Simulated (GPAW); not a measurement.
This GPAW 26.7.0 run on Nb needs a look.

The input run.py:

```python
import json
import numpy as np
from ase.dft.bandgap import bandgap
from ase.io import read, write
from gpaw import GPAW, PW
from gpaw.response.g0w0 import G0W0

atoms = read('POSCAR')

calc = GPAW(mode=PW(450),
            xc='PBE',
            kpts={'size': (6, 6, 6), 'gamma': True},
            occupations={'name': 'fermi-dirac', 'width': 0.05},
            nbands=15,
            convergence={'density': 1e-06},
            maxiter=80,
            txt='gpaw.txt')
atoms.calc = calc
energy = atoms.get_potential_energy()
calc.write('gs.gpw')
write('result.traj', atoms)
print(f'Energy: {energy:.6f} eV')
print('Fermi level:', round(calc.get_fermi_level(), 4), 'eV')
print(f'Gap: {bandgap(calc)[0]:.4f} eV, direct: {bandgap(calc, direct=True)[0]:.4f} eV')

calc.diagonalize_full_hamiltonian(nbands=14)
calc.write('full.gpw', mode='all')

ibz = calc.get_ibz_k_points()
gamma = int(np.abs(ibz).sum(1).argmin())
kpts = [gamma]
gw = G0W0(calc='full.gpw',
          filename='gw',
          ecut=8,
          ecut_extrapolation=True,
          kpts=kpts,
          integrate_gamma='reciprocal',
          bands=(6, 8),
          frequencies={'type': 'nonlinear', 'domega0': 0.1, 'omega2': 10},
          eta=0.1)
gw.calculate()
results = {mode: {key: np.asarray(r[key]).tolist() for key in ['f', 'eps', 'vxc', 'exx', 'sigma', 'Z', 'qp', 'sigma_eskn']}
           for mode, r in gw.all_results.items()}
json.dump({'kpts': ibz[kpts].tolist(), 'results': results}, open('gw.json', 'w'))
for mode, r in results.items():
    f, qp = np.array(r['f']), np.array(r['qp'])
    print(mode, 'quasiparticle energies (eV):')
    print(qp.round(3))
```

POSCAR

```
Nb
1.0
   -1.6639500000      1.6639500000      1.6639500000
    1.6639500000     -1.6639500000      1.6639500000
    1.6639500000      1.6639500000     -1.6639500000
Nb
1
Direct
    0.0000000000      0.0000000000      0.0000000000
```

Potentials or basis: GPAW PAW data sets (gpaw-data 1.2.1), pw.

The run is started by

```bash
$ OMP_NUM_THREADS=1 python run.py
```

gpaw.txt:

```text
__  _  _
 | _ |_)|_||  |
 |__||  | ||/\| - 26.7.0

Input parameters:
  mode=PW(ecut=450.00000000000006),
  convergence={'density': 1e-06},
  kpts=MonkhorstPack(size=(6, 6, 6), gamma=True),
  maxiter=80,
  nbands=15,
[... 224 lines left out ...]
|          9 |        14.260 |     0.000 |
|         10 |        25.369 |     0.000 |
|         11 |        25.369 |     0.000 |
|         12 |        25.369 |     0.000 |
|        ... |               |           |
|         14 |        35.603 |     0.000 |

No gap
No difference between direct/indirect transitions
# Writing to gs.gpw (mode='')

Matrix size: 418x418
# Writing to full.gpw (mode='all')
```

On the terminal:

```text
Energy: -10.325294 eV
Fermi level: 11.1201 eV
Gap: 0.0000 eV, direct: 0.0000 eV
AssertionError: (0, 14)
```

Question: What happened, and what is wrong with the input?

Answer: The program refused the input. The input holds a flaw that was put in on purpose: response cutoff far too low.
